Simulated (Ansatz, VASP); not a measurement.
One calculation of Al, two programs

Contents of INCAR:

```
SYSTEM = Al
PREC     = Accurate       ! precision mode
ENCUT    = 520            ! plane-wave cutoff, eV
EDIFF    = 1E-6           ! SCF threshold, eV
ISMEAR   = 0              ! smearing method
SIGMA    = 0.1            ! smearing width, eV
LREAL    = .FALSE.        ! projectors in reciprocal space
LASPH    = .TRUE.         ! aspherical terms in the spheres
NELM     = 100            ! most SCF steps
ALGO     = Normal         ! electronic algorithm
ISIF     = 2              ! what is computed and relaxed
LWAVE    = .FALSE.        ! write WAVECAR
LCHARG   = .FALSE.        ! write CHGCAR
GGA      = PE             ! functional
NBANDS   = 22             ! bands
```

File KPOINTS:

```
Automatic mesh
0
G
  6 6 2
  0 0 0
```

POSCAR

```
Al
1.0
    3.4669187789      0.0000000000      0.0000000000
   -1.7334593894      3.0024397353      0.0000000000
    0.0000000000      0.0000000000     11.3228538791
Al
8
Direct
    0.0000000000      0.0000000000      0.0937500000
    0.0000000000      0.0000000000      0.5937500000
    0.0000000000      0.0000000000      0.4062500000
    0.0000000000      0.0000000000      0.9062500000
    0.3333333333      0.6666666667      0.1562500000
    0.6666666667      0.3333333333      0.6562500000
    0.3333333333      0.6666666667      0.3437500000
    0.6666666667      0.3333333333      0.8437500000
```

Input for Ansatz:

```yaml
crystal:
  lattice:
    - [3.4669187789, 0.0, 0.0]
    - [-1.7334593894, 3.0024397353, 0.0]
    - [0.0, 0.0, 11.3228538791]
  atoms:
    - { symbol: Al, position: [0.0, 0.0, 0.09375] }
    - { symbol: Al, position: [0.0, 0.0, 0.59375] }
    - { symbol: Al, position: [0.0, 0.0, 0.40625] }
    - { symbol: Al, position: [0.0, 0.0, 0.90625] }
    - { symbol: Al, position: [0.3333333333, 0.6666666667, 0.15625] }
    - { symbol: Al, position: [0.6666666667, 0.3333333333, 0.65625] }
    - { symbol: Al, position: [0.3333333333, 0.6666666667, 0.34375] }
    - { symbol: Al, position: [0.6666666667, 0.3333333333, 0.84375] }
basis:
  ecutwfc: 420
kpoints:
  mp_grid: { grid: [6, 6, 2] }
hamiltonian:
  xc: pbe
scf:
  occupations: { method: gaussian, width: 0.1 }
  lower_state_search: "off"
output:
  forces: true
  stress: true
  eigenvalues: true
```

Alike in both runs: task single point; functional PBE; k mesh 6 × 6 × 2; occupations gaussian, width 0.1 eV; no spin polarisation.

|  | VASP | Ansatz |
| --- | --- | --- |
| version | VASP 6.6.1 | Ansatz 0.2.0 |
| potentials or method | VASP PAW PBE potentials, release 64 (Al) | scalar-relativistic, plane waves, PAW |
| plane-wave cutoff (eV) | 520 | 420 |
| valence electrons in the cell | 24 | 24 |

```tsv
	VASP	Ansatz	Ansatz less VASP
gap on the k mesh at the Fermi level (eV)	none	none	-
rms of the force components (eV/Å)	0.038	0.038	0.0000
```

Atom by atom the forces differ by 0.000 eV/Å (rms over components). A gap of «none» marks a metal or a gap that the smearing closes. With one functional, cell and mesh, what is left measures potentials, basis and numerics.
